## How thick does a squeezed layer want to be?

Compress a sheet of WS2 in its plane, and it would rather be thicker. Stretch it, and it would rather be thinner. How far does the thickness follow, and what stops it?

WS2 (R3m, a = 3.148, c = 19.111 Å, 18.22 Å³ per atom) strained along z and in the plane (rows 1 to 5: −3, −1.5, 0, 1.5, 3 %), with fractional coordinates fixed. Ansatz 0.2.0, plane-wave PAW, scalar-relativistic PBEsol without spin polarisation, cutoff 420 eV, Gamma-centred 12×12×12 k mesh, Gaussian smearing of 0.05 eV. Free energies are relative to the unstrained cell.

| strain zz | energy change row 1 (meV/atom) | energy change row 2 (meV/atom) | energy change row 3 (meV/atom) | energy change row 4 (meV/atom) | energy change row 5 (meV/atom) | pressure row 2 (GPa) | pressure row 3 (GPa) |
| --- | --- | --- | --- | --- | --- | --- | --- |
| -0.03 | 83.7 | 38.5 | 16.0 | 13.7 | 29.4 | 11.51 | 5.62 |
| -0.015 | 57.6 | 19.8 | 3.9 | 7.6 | 28.7 | 8.21 | 2.69 |
| 0 | 40.7 | 9.8 | 0.0 | 9.2 | 35.3 | 5.16 | -0.01 |
| 0.015 | 32.5 | 7.8 | 3.7 | 18.0 | 48.7 | 2.35 | -2.50 |
| 0.03 | 32.3 | 13.4 | 14.6 | 33.6 | 68.5 | -0.24 | -4.78 |

Rows 1 to 5 in the column heads stand for in-plane strains $e$ of −3, −1.5, 0, +1.5 and +3 %. The strain along z, called $z$ below, runs down the table. Energies are counted from the unstrained crystal, and a positive pressure means compression.

The lowest energy moves against the in-plane strain. It lies near $z=+2.3$ % in row 1, at zero in row 3 and near −2.1 % in row 5. The last two energies of row 1 and the first two of row 5 are nearly equal because a minimum lies between them.

## The curves weigh the layer, not the gap

The fractional coordinates are held fixed, so a strain along z stretches each S–W–S layer by the same percentage as the empty gap between layers. The forces on the sulfur atoms in the same calculations tell which of the two costs the energy. In row 3, the work done against these forces makes up 96 to 97 % of the energy at the two ends of the curve. In rows 1 and 5 the forces vanish at practically the same strain as the energy minimum. The minimum therefore marks the preferred thickness of the layer.

A real crystal under load would change its soft gaps far more easily than its layers. The shift found here is thus not the Poisson response of the crystal's c axis. PBEsol also lacks the long-range dispersion that holds the layers together, so they start too far apart, and the small remainder of the energy is no measure of their binding.

## First limit: bonds that keep their length

Each W–S bond runs obliquely. Its squared length is $r^2=\rho^2+h^2$, where $\rho$ lies in the plane and $h$ along z. The geometry of the cell gives $\rho^2=3.148^2/3=3.30$ Å² and $h^2=2.399^2-3.30=2.45$ Å².

If the bond were rigid and everything else soft, small strains would have to satisfy

$$\rho^2 e+h^2 z=0,\qquad z=-\frac{\rho^2}{h^2}\,e\approx-1.35\,e .$$

The flatter the bond lies, the more the thickness must change to save its length. In this limit the adjustment would also cost no energy.

## Second limit: angles that keep their value

When $e$ and $z$ are equal, the whole cell is scaled uniformly. All angles survive, and only lengths change. If angles were rigid and lengths soft, the layer would take this path and become thinner when squeezed in the plane.

The corners of the table show which limit is nearer. Strains of equal sign cost 83.7 meV per atom in row 1 and 68.5 in row 5. Strains of opposite sign, which change the bond length little but distort the shape, cost 32.3 and 29.4. Length is the stiffer of the two, but shape is far from free.

## The compromise

The computed minimum shifts by −0.73 per unit of in-plane strain, about half of what rigid bonds would demand. In row 1, the bond is 1.7 % too short if the thickness stays as it was, and 0.7 % too short at the minimum. Thickening wins back more than half of the lost length and then stops. The likely reason is that each further step turns the bonds steeper and so costs energy in their angles.

The energy confirms that bond length is not the whole story. Adjusting the thickness in row 1 lowers the energy only from 40.7 to 31.4 meV per atom, and row 5 likewise keeps about four fifths of its cost. What remains is expected to come from bond angles, from the W–W and S–S contacts within the plane and from the S–S contacts across the layer, besides the bond strain still left. That is an argument from the structure; the calculation does not separate these shares.

## The shift estimated from the unstrained row

For small strains, the energy per atom is

$$E=A e^2+V\left(2C_{13}\,e z+\tfrac12 C_{33}\,z^2\right),$$

where $V$ is the volume per atom, $A$ the cost of in-plane strain, $C_{33}$ the stiffness along z and $C_{13}$ the coupling of the two directions. Setting the slope along z to zero gives $z_{\min}=-(2C_{13}/C_{33})\,e$.

Row 3 supplies both constants. Its energies at the two ends average 15.3 meV, so

$$C_{33}=\frac{2\times0.0153\ \text{eV}}{18.22\ \text{Å}^3\times0.03^2}=1.87\ \text{eV/Å}^3\approx299\ \text{GPa}.$$

Its pressure falls by $(5.62+4.78)/0.06=173$ GPa per unit strain. Pressure is the mean over three directions, so this slope equals $(2C_{13}+C_{33})/3$, and $C_{13}\approx110$ GPa. Both constants hold only for fixed fractional coordinates. The real crystal is several times softer along z, because its gaps can yield while the layers keep their thickness.

The predicted shift is $-2\times110/299\approx-0.74$ per unit of in-plane strain. For row 1, with $e=-3$ %, this puts the minimum at +2.2 %, against the computed +2.3 %. Rows 1, 2, 4 and 5 played no part in fixing the constants, and the output below lists their minima. The agreement shows that the minimum shifts nearly in proportion to the in-plane strain over this range; the cause of the coupling rests on the bond geometry and the forces.

The formula leaves out anharmonicity. The curvature along z is about 21 % lower in row 5 than in row 1, whereas the formula makes it equal in all rows. This fits the usual softening of a bond as it lengthens, which would also make row 3 cost more at −3 % than at +3 %, and row 1 more than row 5 at zero strain along z.

## What this means for a strained channel

WS2 is a candidate for transistor channels, and straining such a channel also changes its band gap. In row 5 the calculated gap, read on the k mesh, is 0.96 eV if the thickness is left unchanged, but about 0.68 eV at the energy minimum. A model that stretches the plane and freezes all heights along z can therefore misjudge the effect of strain on the gap.

The two values are no forecast for a device. The gap between layers shrinks along with the layers here, so the difference cannot be credited to thickness alone. Spin–orbit coupling, which can shift the band edges of WS2, is left out, and functionals of this kind give gaps that are too small.

## Zero pressure is not rest

Row 2 holds a trap. At $z=+3$ % its pressure is only −0.24 GPa, yet its energy is 13.4 meV per atom, well above the 7.8 found at +1.5 %. The layer has been pulled past its preferred thickness, so it is under tension along z. The plane is still compressed, and in the mean over directions the two nearly cancel.

The pressure of row 2 passes through zero at about 2.9 %, close to the 3.1 % that would restore the original volume. Mean pressure thus follows mainly the volume, while the energy minimum follows the shape and bond lengths of the layer. For a film clamped in its plane and free on top, the stress along z is the one that must vanish.

Printed output of the fit:

```
Clamped C33 from the energies of row 3 (GPa): 299
Clamped C13 from the pressures of row 3 and C33 (GPa): 110.5
Predicted shift of the minimum per unit in-plane strain: -0.7393
Computed shift of the minimum per unit in-plane strain, rows 1 to 5: -0.7323
Shift if W-S bonds kept their length: -1.347
Minimum of row 1, strain zz (%): 2.288
Minimum of row 2, strain zz (%): 1.145
Minimum of row 4, strain zz (%): -1.062
Minimum of row 5, strain zz (%): -2.106
Strain zz where the S forces vanish, row 1 (%): 2.3
Strain zz where the S forces vanish, row 5 (%): -2.112
Work against S forces, share of row 3 energy at zz +0.03 (%): 97.28
Work against S forces, share of row 3 energy at zz -0.03 (%): 95.84
Energy at the minimum of row 1 (meV/atom): 31.4
Energy at the minimum of row 5 (meV/atom): 28.1
Part of the energy at zero strain zz that is relieved at the minimum, row 1 (%): 22.86
Part of the energy at zero strain zz that is relieved at the minimum, row 5 (%): 20.39
In-plane energy at 3 % if only W-S bond springs acted (meV/atom): 27.77
Computed in-plane energy at 3 %, mean of rows 1 and 5 at zero strain zz (meV/atom): 38
W-S bond change in row 1 at zero strain zz (%): -1.711
W-S bond change in row 1 at its minimum (%): -0.7129
Curvature along z, row 5 against row 1 (%): -21.1
Strain zz of zero mean pressure in row 2 (%): 2.861
Strain zz that restores the volume in row 2 (%): 3.069
Gap in row 5 at zero strain zz (eV): 0.956
Gap in row 5 at its energy minimum, interpolated (eV): 0.6766
```
